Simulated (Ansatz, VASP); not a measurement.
# One calculation of Ca, two programs

```
Ca
1.0
     0.00000    2.23510    2.23510
     2.23510    0.00000    2.23510
     2.23510    2.23510    0.00000
Ca
1
Direct
  0.00000 0.00000 0.00000
```

Change from the starting cell: volume scaled by 0.55, LAPW.

Alike in both runs: task single point; functional PBEsol; k mesh 13 × 13 × 13; occupations fermi-dirac, width 0.05 eV; no spin polarisation.

```csv
,VASP,Ansatz
version,VASP 6.6.1,Ansatz 0.2.0
potentials or method,"VASP PAW PBE potentials, release 64 (Ca_sv), cutoff 520 eV","all-electron LAPW, scalar-relativistic"
```

```csv
,VASP,Ansatz,Ansatz less VASP
pressure (GPa),26.1,26.1,-0.03
```

Ansatz ran all-electron here, so the differences hold the error of VASP's frozen core and of both bases.

Caveats: so large a pressure means that the cell lies far from this level's equilibrium, or that cutoff or potentials fall short (VASP); the potentials were made for another functional, which shifts forces and pressure (VASP).
